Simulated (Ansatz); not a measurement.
How far is PAW off for Na?

```yaml
crystal:
  lattice:
    - [-2.11750, 2.11750, 2.11750]
    - [2.11750, -2.11750, 2.11750]
    - [2.11750, 2.11750, -2.11750]
  atoms:
    - { symbol: Na, position: [0.00000, 0.00000, 0.00000] }
```

The cell is a measured one (Crystallography Open Database entry 9011002); the temperature and pressure of the measurement aren't taken into account, and nothing was relaxed.

All numbers are computed: DFT, PBEsol, PAW with Ansatz's default frozen-core files, scalar-relativistic (Ansatz 0.2.0); DFT, PBEsol, all-electron LAPW, scalar-relativistic (Ansatz 0.2.0).

For PAW: a Γ-centred 11×11×11 k mesh, Fermi–Dirac smearing of 0.03 eV, cutoff 420 eV, no spin polarisation; the PAW files were made with PBE, and the program remakes their frozen cores for this functional. LAPW targets a basis error of 0.5 meV/atom. The Ansatz runs share mesh, smearing and spin set-up. Plane-wave (PAW) pressures include the program's estimate of the Pulay term.

Stress and pressure are positive in compression.

Levels count from the Fermi level.

PAW results:

| quantity | PAW |
| --- | --- |
| pressure (GPa) | -0.34 |
| highest filled level at P (eV) | -24.835 |
| lowest empty level at P (eV) | 2.663 |
| highest filled level at H (eV) | -24.843 |
| lowest empty level at H (eV) | 4.463 |

Question: What does all-electron LAPW give for the same quantities?

Answer: 
| quantity | LAPW |
| --- | --- |
| pressure (GPa) | -0.34 |
| highest filled level at P (eV) | -24.864 |
| lowest empty level at P (eV) | 2.663 |
| highest filled level at H (eV) | -24.872 |
| lowest empty level at H (eV) | 4.463 |
